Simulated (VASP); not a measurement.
## ZnAu: Au into a neighbouring Au vacancy

How hard is this move in ZnAu: Au into a neighbouring Au vacancy? Both ends are relaxed first, then a band of images between them. The start is a cell from a database of measured crystal structures.

Method: PBE; plane waves and PAW (Au, Zn), in VASP 6.6.1.

This is a report of a sequence of runs, with most program output left out.

### Step 1. The host crystal

It takes space group Pm-3m (No. 221, cubic). The conventional cell has a = 3.147 Å, b = 3.147 Å, c = 3.147 Å, α = 90.00°, β = 90.00°, γ = 90.00°. Nearest to Au lie 8 Zn at 2.73 Å. Zn has 8 Au at 2.73 Å nearest. Farther neighbours are not listed.

### Step 2. Relax the host

First cell and atoms are relaxed at a raised cutoff, so that later runs start from this functional's own cell.

Input file INCAR:

```
SYSTEM = ZnAu
PREC = Accurate
ENCUT = 360
EDIFF = 1E-06
NELM = 120
ISMEAR = 1
SIGMA = 0.15
LREAL = .FALSE.
ALGO = Normal
GGA = PE
NBANDS = 17
LASPH = .TRUE.
LORBIT = 11
LWAVE = .FALSE.
LCHARG = .FALSE.
KPAR = 3
IBRION = 2
NSW = 40
ISIF = 3
EDIFFG = -0.02
POTIM = 0.4
```

Input file POSCAR:

```
ZnAu
1.0
    3.1470000000      0.0000000000      0.0000000000
    0.0000000000      3.1470000000      0.0000000000
    0.0000000000      0.0000000000      3.1470000000
Au Zn
1 1
Direct
    0.0000000000      0.0000000000      0.0000000000
    0.5000000000      0.5000000000      0.5000000000
```

Input file KPOINTS:

```
Automatic mesh
0
Gamma
10 10 10
0 0 0
```

Potentials, in the order of the species: Au and Zn (PBE family, release 64).

Run with:

```console
mpirun -np 3 vasp_std
```

The job ended after 10 s (3 MPI ranks of Intel Xeon 6975P-C (Granite Rapids), shared host; peak memory 0.41 GiB).

This run has no spin polarisation. Its electron count is odd, so without a moment it is a metal by construction. The run keeps the 48 symmetry operations of its start, so it cannot find a distortion of lower symmetry.

The steps of the relaxation:

```
step  energy less that of the first step (eV)  largest force (eV/Å)  pressure (GPa)  volume (Å³)
   1                                   0.0000                0.0000            4.19        31.17
   2                                  -0.0103                0.0000           -1.70        32.66
   3                                  -0.0129                0.0000            0.07        32.18
```

```
conventional cell, symmetrised  before  after  change
                         a (Å)   3.147  3.181  +1.1 %
                         b (Å)   3.147  3.181  +1.1 %
                         c (Å)   3.147  3.181  +1.1 %
              volume (Å³/atom)   15.58  16.09  +3.3 %
```

The relaxed structure:

```
Au Zn
1.0
     3.18079    0.00000    0.00000
     0.00000    3.18079    0.00000
     0.00000    0.00000    3.18079
Au Zn
1 1
Direct
  0.00000 0.00000 0.00000
  0.50000 0.50000 0.50000
```

Numbers from this step:

```
electronic cycles       : 26
electrons               : 23
free energy (TOTEN)     : -4.744 eV
energy at zero smearing : -4.744 eV
Fermi energy            : 6.704 eV
metallic                : yes
```

The run ended after 3 ionic steps, 0.013 eV below its first step, once forces and stress met EDIFFG = -0.02.

### Step 3. Relax the start

System of this step: Zn8Au7. The cell holds 15 atoms: 7 Au and 8 Zn. Its edges and angles: a = 6.362 Å, b = 6.362 Å, c = 6.362 Å, α = 90.0°, β = 90.0°, γ = 90.0°. It derives from ZnAu. Nearest the centre at fractional (0.000, 0.000, 0.250): Au1 at 1.60 Å, Zn12 at 2.23 Å, Zn10 at 2.24 Å, Zn8 at 2.26 Å, Zn14 at 2.27 Å, Au2 at 3.54 Å, Au5 at 3.54 Å, Au4 at 3.55 Å.

A path needs two true minima; the start is relaxed with symmetry off.

Input file INCAR:

```
SYSTEM = Zn8Au7
PREC = Normal
ENCUT = 280
EDIFF = 1E-05
NELM = 120
ISMEAR = 1
SIGMA = 0.15
LREAL = Auto
ALGO = Fast
GGA = PE
NBANDS = 107
LASPH = .TRUE.
LORBIT = 11
LWAVE = .FALSE.
LCHARG = .FALSE.
KPAR = 3
IBRION = 2
NSW = 60
ISIF = 2
EDIFFG = -0.05
POTIM = 0.4
MAXMIX = 40
ISYM = 0
```

Input file POSCAR:

```
Zn8Au7
1.0
    6.3615771056      0.0000000000      0.0000000000
    0.0000000000      6.3615771056      0.0000000000
    0.0000000000      0.0000000000      6.3615771056
Au Zn
7 8
Direct
    0.0010864733      0.0025830643      0.5010388527
   -0.0040969628      0.5028463252      0.0014033456
   -0.0016881136      0.5018269624      0.5011461699
    0.5009247157      0.0000893560      0.0017187970
    0.4976846808     -0.0005121684      0.4984842774
    0.5018826973      0.5001248813     -0.0009194473
    0.4975417779      0.4991914199      0.5000255980
    0.2491335391      0.2540683742      0.2531650149
    0.2414764454      0.2440611794      0.7494505385
    0.2486726863      0.7506716668      0.2506832329
    0.2566582192      0.7465039463      0.7488128572
    0.7564222176      0.2520331531      0.2520845880
    0.7483840285      0.2448186585      0.7505264881
    0.7503427266      0.7461413592      0.2478520211
    0.7497735037      0.7470298195      0.7496910516
```

Input file KPOINTS:

```
Automatic mesh
0
Monkhorst-Pack
3 3 3
0 0 0
```

Run with:

```console
mpirun -np 3 vasp_std
```

Wall time 3.2 min (3 MPI ranks); peak memory 0.68 GiB.

Step by step:

```
step  energy less that of the first step (eV)  largest force (eV/Å)
   1                                   0.0000                0.4100
   2                                  -0.0347                0.3501
   3                                  -0.0985                0.2212
   4                                  -0.0878                0.4613
   5                                  -0.1137                0.2094
   6                                  -0.1411                0.1429
   7                                  -0.1643                0.1190
   8                                  -0.1644                0.1444
   9                                  -0.1744                0.0813
  10                                  -0.1772                0.0566
  11                                  -0.1785                0.0349
```

The atoms that moved most (Å):

```
atom      dx      dy      dz  length
Zn11  -0.131   0.120   0.104   0.206
 Zn8  -0.102  -0.117  -0.108   0.189
Zn15   0.075   0.116   0.096   0.169
Zn12   0.059  -0.106  -0.104   0.160
Zn14   0.084   0.109  -0.076   0.157
Zn10  -0.085   0.077  -0.100   0.152
Zn13   0.107  -0.065   0.087   0.152
 Zn9  -0.043  -0.064   0.105   0.131
```

Final coordinates:

```
Au Zn
1.0
     6.36158    0.00000    0.00000
     0.00000    6.36158    0.00000
     0.00000    0.00000    6.36158
Au Zn
7 8
Direct
  0.99992 0.99833 0.49995
  0.99956 0.50042 0.99887
  0.00035 0.50084 0.50201
  0.49955 0.00050 0.00154
  0.49912 0.99988 0.49887
  0.50017 0.49793 0.00028
  0.50031 0.49737 0.50051
  0.23318 0.23563 0.23616
  0.23468 0.23399 0.76599
  0.23532 0.76280 0.23492
  0.23601 0.76529 0.76524
  0.76571 0.23534 0.23581
  0.76513 0.23453 0.76418
  0.76356 0.76333 0.23596
  0.76164 0.76527 0.76486
```

Numbers from this step:

```
electronic cycles       : 83
electrons               : 173
free energy (TOTEN)     : -33.91 eV
energy at zero smearing : -33.91 eV
Fermi energy            : 5.769 eV
```

The run ended after 11 ionic steps, 0.178 eV below its first step, once the forces on the free atoms met EDIFFG = -0.05.

### Step 4. Relax the end

The end state is relaxed in the same way, so that both ends share their errors.

INCAR is that of step 3.

Input file POSCAR:

```
Zn8Au7
1.0
    6.3615771056      0.0000000000      0.0000000000
    0.0000000000      6.3615771056      0.0000000000
    0.0000000000      0.0000000000      6.3615771056
Au Zn
7 8
Direct
    0.0003001867      0.0001118787     -0.0015917174
    0.0018666694      0.5028017171      0.0010087068
   -0.0025724131      0.5023002230      0.4984235355
    0.5027639706     -0.0033695651      0.0028749701
    0.4999369230     -0.0039259098      0.4990131395
    0.5001700908      0.5008576217     -0.0030878762
    0.4965185581      0.5006274687      0.4985325978
    0.2507404001      0.2523878341      0.2448164195
    0.2507997643      0.2538501364      0.7490646129
    0.2474509007      0.7523649602      0.2507968040
    0.2528165439      0.7489146851      0.7453413493
    0.7496541400      0.2485983722      0.2524375208
    0.7506087574      0.2448728147      0.7462425573
    0.7527785218      0.7521370959      0.2479871552
    0.7499967027      0.7514008273      0.7514726044
```

KPOINTS is that of step 3.

Run with:

```console
mpirun -np 3 vasp_std
```

Wall time 2.7 min (3 MPI ranks); peak memory 0.7 GiB.

Step by step:

```
step  energy less that of the first step (eV)  largest force (eV/Å)
   1                                   0.0000                0.3515
   2                                  -0.0276                0.2984
   3                                  -0.0786                0.2226
   4                                  -0.1112                0.2358
   5                                  -0.1376                0.1048
   6                                  -0.1483                0.1434
   7                                  -0.1558                0.0817
   8                                  -0.1568                0.0723
   9                                  -0.1581                0.0264
```

The atoms that moved most (Å):

```
atom      dx      dy      dz  length
 Zn8  -0.095  -0.105   0.120   0.185
 Zn9  -0.092  -0.119  -0.093   0.176
Zn15   0.095   0.088  -0.113   0.171
Zn11  -0.114   0.104  -0.066   0.168
Zn14   0.081   0.081   0.103   0.154
Zn12   0.098  -0.083   0.070   0.146
Zn10  -0.081   0.079   0.081   0.139
Zn13   0.086  -0.058  -0.078   0.130
```

Final coordinates:

```xyz
15
Lattice="6.3616 0.0000 0.0000 0.0000 6.3616 0.0000 0.0000 0.0000 6.3616" Properties=species:S:1:pos:R:3 pbc="T T T"
Au    0.0005    0.0070   -0.0068
Au    0.0020    3.1825   -0.0117
Au    0.0025    3.1796    3.1765
Au    3.1830   -0.0004   -0.0051
Au    3.1788   -0.0020    3.1725
Au    3.1900    3.1842   -0.0064
Au    3.1808    3.1814    3.1701
Zn    1.5005    1.5007    1.6771
Zn    1.5039    1.4964    4.6721
Zn    1.4934    4.8652    1.6762
Zn    1.4943    4.8681    4.6753
Zn    4.8669    1.4987    1.6757
Zn    4.8614    1.4994    4.6690
Zn    4.8698    4.8659    1.6804
Zn    4.8659    4.8677    4.6678
```

Numbers from this step:

```
electronic cycles : 68
```

The run ended after 9 ionic steps, 0.158 eV below its first step, once the forces on the free atoms met EDIFFG = -0.05.

### Step 5. Nudged elastic band

Images on a straight line between the ends relax across the path, while springs keep them spaced along it.

Input file INCAR:

```
SYSTEM = Zn8Au7
PREC = Normal
ENCUT = 280
EDIFF = 1E-05
NELM = 120
ISMEAR = 1
SIGMA = 0.15
LREAL = Auto
ALGO = Fast
GGA = PE
NBANDS = 107
LASPH = .TRUE.
LWAVE = .FALSE.
LCHARG = .FALSE.
IMAGES = 3
SPRING = -5
IBRION = 1
POTIM = 0.3
NSW = 60
EDIFFG = -0.05
ISYM = 0
ISIF = 0
```

Input file POSCAR:

```
Zn8Au7
1.0
    6.3615771056      0.0000000000      0.0000000000
    0.0000000000      6.3615771056      0.0000000000
    0.0000000000      0.0000000000      6.3615771056
Au Zn
7 8
Direct
    0.9999188171      0.9983310978      0.4999524537
    0.9995574526      0.5004218419      0.9988708916
    0.0003455125      0.5008384102      0.5020147047
    0.4995539044      0.0005049084      0.0015431886
    0.4991238308      0.9998837800      0.4988746129
    0.5001668623      0.4979279118      0.0002848988
    0.5003064270      0.4973707107      0.5005054686
    0.2331772217      0.2356348872      0.2361639575
    0.2346812934      0.2339927153      0.7659871331
    0.2353233982      0.7627989316      0.2349215979
    0.2360112857      0.7652939029      0.7652353957
    0.7657070886      0.2353443288      0.2358088506
    0.7651282655      0.2345275627      0.7641818221
    0.7635604991      0.7633324488      0.2359604379
    0.7616367763      0.7652745597      0.7648579720
```

KPOINTS is that of step 4.

Input file 00/POSCAR:

```
Zn8Au7
1.0
    6.3615771056      0.0000000000      0.0000000000
    0.0000000000      6.3615771056      0.0000000000
    0.0000000000      0.0000000000      6.3615771056
Au Zn
7 8
Direct
    0.9999188171      0.9983310978      0.4999524537
    0.9995574526      0.5004218419      0.9988708916
    0.0003455125      0.5008384102      0.5020147047
    0.4995539044      0.0005049084      0.0015431886
    0.4991238308      0.9998837800      0.4988746129
    0.5001668623      0.4979279118      0.0002848988
    0.5003064270      0.4973707107      0.5005054686
    0.2331772217      0.2356348872      0.2361639575
    0.2346812934      0.2339927153      0.7659871331
    0.2353233982      0.7627989316      0.2349215979
    0.2360112857      0.7652939029      0.7652353957
    0.7657070886      0.2353443288      0.2358088506
    0.7651282655      0.2345275627      0.7641818221
    0.7635604991      0.7633324488      0.2359604379
    0.7616367763      0.7652745597      0.7648579720
```

Input file 01/POSCAR:

```
Zn8Au7
1.0
    6.3615771056      0.0000000000      0.0000000000
    0.0000000000      6.3615771056      0.0000000000
    0.0000000000      0.0000000000      6.3615771056
Au Zn
7 8
Direct
    0.9999592505      0.9990249238      0.6246952874
    0.9997468292      0.5003840022      0.9986932939
    0.0003567494      0.5005805708      0.5013413404
    0.4997535836      0.0003634298      0.0009585930
    0.4992663724      0.9998341408      0.4988312362
    0.5004890740      0.4985808411     -0.0000388842
    0.5002299074      0.4980523558      0.4999608054
    0.2338497204      0.2356998641      0.2430296616
    0.2351128580      0.2342989406      0.7580962847
    0.2351820443      0.7632947325      0.2420612800
    0.2357304734      0.7652806663      0.7576591160
    0.7655430420      0.2354040908      0.2427076497
    0.7648928081      0.2348193709      0.7566191532
    0.7640447059      0.7637229652      0.2430092502
    0.7624489868      0.7652501438      0.7570815668
```

Input file 02/POSCAR:

```
Zn8Au7
1.0
    6.3615771056      0.0000000000      0.0000000000
    0.0000000000      6.3615771056      0.0000000000
    0.0000000000      0.0000000000      6.3615771056
Au Zn
7 8
Direct
    0.9999996838      0.9997187498      0.7494381212
    0.9999362058      0.5003461625      0.9985156962
    0.0003679864      0.5003227313      0.5006679762
    0.4999532628      0.0002219512      0.0003739973
    0.4994089139      0.9997845016      0.4987878594
    0.5008112858      0.4992337704     -0.0003626672
    0.5001533878      0.4987340009      0.4994161421
    0.2345222190      0.2357648410      0.2498953656
    0.2355444226      0.2346051658      0.7502054362
    0.2350406904      0.7637905334      0.2492009620
    0.2354496612      0.7652674297      0.7500828362
    0.7653789953      0.2354638528      0.2496064488
    0.7646573508      0.2351111792      0.7490564842
    0.7645289127      0.7641134815      0.2500580626
    0.7632611973      0.7652257280      0.7493051616
```

Input file 03/POSCAR:

```
Zn8Au7
1.0
    6.3615771056      0.0000000000      0.0000000000
    0.0000000000      6.3615771056      0.0000000000
    0.0000000000      0.0000000000      6.3615771056
Au Zn
7 8
Direct
    1.0000401172      1.0004125757      0.8741809549
    1.0001255824      0.5003083228      0.9983380984
    0.0003792234      0.5000648918      0.4999946120
    0.5001529421      0.0000804726     -0.0002105983
    0.4995514554      0.9997348623      0.4987444827
    0.5011334976      0.4998866997     -0.0006864501
    0.5000768682      0.4994156460      0.4988714788
    0.2351947177      0.2358298178      0.2567610697
    0.2359759873      0.2349113911      0.7423145878
    0.2348993366      0.7642863343      0.2563406441
    0.2351688490      0.7652541931      0.7425065564
    0.7652149487      0.2355236148      0.2565052480
    0.7644218934      0.2354029874      0.7414938153
    0.7650131195      0.7645039979      0.2571068750
    0.7640734077      0.7652013122      0.7415287563
```

Input file 04/POSCAR:

```
Zn8Au7
1.0
    6.3615771056      0.0000000000      0.0000000000
    0.0000000000      6.3615771056      0.0000000000
    0.0000000000      0.0000000000      6.3615771056
Au Zn
7 8
Direct
    1.0000805506      1.0011064017      0.9989237886
    1.0003149590      0.5002704831      0.9981605007
    0.0003904603      0.4998070524      0.4993212477
    0.5003526213     -0.0000610060     -0.0007951939
    0.4996939970      0.9996852231      0.4987011060
    0.5014557093      0.5005396290     -0.0010102331
    0.5000003486      0.5000972911      0.4983268156
    0.2358672164      0.2358947947      0.2636267738
    0.2364075519      0.2352176164      0.7344237394
    0.2347579827      0.7647821352      0.2634803262
    0.2348880367      0.7652409565      0.7349302767
    0.7650509020      0.2355833768      0.2634040471
    0.7641864360      0.2356947956      0.7339311464
    0.7654973263      0.7648945143      0.2641556873
    0.7648856182      0.7651768963      0.7337523511
```

Run with:

```console
mpirun -np 3 vasp_std
```

Elapsed: 15 min, on 3 MPI ranks; peak memory 0.69 GiB.

The path, image by image:

```
image  path (A)  energy (eV)     Au1: x, y, z (Å)
    0     0.000       0.0000  6.361, 6.351, 3.180
    1     1.071       0.3122  6.364, 6.362, 3.831
    2     2.142       0.9743  6.362, 6.358, 4.766
    3     3.213       0.3166  6.360, 6.356, 5.701
    4     4.284      -0.0007  6.362, 6.369, 6.355
```

Numbers from this step:

* electronic cycles: 159
* path length: 4.284 Å
* barrier: 0.9743 eV
* barrier in the reverse direction: 0.9751 eV
* barrier from a spline through the images: 0.9742 eV
* reaction energy: -7.48e-4 eV

What the program prints for this run, and its count of cycles, belong to image 1; the force that counts for the threshold is the band's, across the path.

### Step 6. Outcome

```yaml
hop: Au into a neighbouring Au vacancy
barrier: 0.974 eV
barrier_in_the_reverse_direction: 0.975 eV
barrier_from_a_spline_through_the_images: 0.974 eV
reaction_energy: -7.5e-4 eV
path_length: 4.28 Å
```

What this shows: The barrier is 0.97 eV forwards and 0.98 eV backwards. With an attempt frequency of 10¹³ per second, taken as a typical value, this barrier gives about 10^-3 hops a second at 300 K. Both ends are alike and an image sits at the midpoint, which is the saddle if the path is symmetric. The band met its force threshold after 22 steps. Cell and mesh are small and were not tested. The band started on a straight line, so other routes may lie lower.

[Lines on the potential files, build, host, timing and source positions are cut from VASP's logs without a mark.]

[Logs are printed without paths, hosts, clocks, repeated set-up lines and the standing remarks that a program may print on its own settings, such as how far it seeks lower states.]

[Hosts, paths, dates, database ids (printed as entryN), source tags and the programs' standing remarks are cut or masked in the printed files.]

[Runs that stopped without an error message from VASP are left out.]
